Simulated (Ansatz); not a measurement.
What a change of settings does to a run on Ba

Structure: COD 9008528, as refined from experiment and not relaxed.

First run: DFT, PBEsol, PAW with Ansatz's default frozen-core files, scalar-relativistic (Ansatz 0.2.0).

Command: `ansatz run input.yaml --threads 1 --pin off --max-ram 2048MiB --backend cpu --events-out ev --progress --plain --runs-dir out` The run took 3.4 s on 1 thread of Intel(R) Xeon(R) Platinum 8375C CPU @ 2.90GHz (Ice Lake), on a shared host, peak memory 0.42 GiB.

```yaml
crystal:
  lattice:
    - [-2.5, 2.5, 2.5]
    - [2.5, -2.5, 2.5]
    - [2.5, 2.5, -2.5]
  atoms:
    - { symbol: Ba, position: [0.0, 0.0, 0.0] }
kpoints:
  mp_grid: { grid: [10, 10, 10] }
  band_path:
    path:
      - [0.0, 0.0, 0.0]
      - [0.5, -0.5, 0.5]
      - [0.0, 0.0, 0.5]
      - [0.0, 0.0, 0.0]
      - [0.25, 0.25, 0.25]
      - [0.5, -0.5, 0.5]
      - [0.25, 0.25, 0.25]
      - [0.0, 0.0, 0.5]
    npoints: 5
scf:
  occupations: { method: fermi_dirac, width: 0.05 }
hamiltonian:
  xc: pbesol
  pseudopotentials: { kind: paw }
output:
  forces: true
  stress: true
  eigenvalues: true
  efg: { contact_densities: true }
  write_density: true
  write_potential: true
  elf: true
  volumetric_format: npy
```

Result: converged; pressure -0.60 GPa; no gap on the k mesh; 6 SCF iterations.

No spin–orbit coupling, which matters for the heavy atoms here.

The input is then changed:

```diff
@@ -5,7 +5,7 @@
     - [2.5, 2.5, -2.5]
   atoms:
-    - { symbol: Ba, position: [0.0, 0.0, 0.0] }
+    - { symbol: Ba, position: [0.0, 0.0, 0.0], spin: 2.0 }
 kpoints:
-  mp_grid: { grid: [10, 10, 10] }
+  mp_grid: { grid: [7, 7, 7] }
   band_path:
     path:
@@ -29,7 +29,5 @@
   eigenvalues: true
   efg: { contact_densities: true }
-  write_density: true
-  write_potential: true
-  elf: true
-  volumetric_format: npy
+magnetization:
+  spin_polarized: true
```

(1) Predict the outcome of the changed run.

## Answers

(1) It converged; pressure -0.54 GPa; moment 0.00 μB; 14 SCF iterations. Some of these settings are too coarse for converged properties.
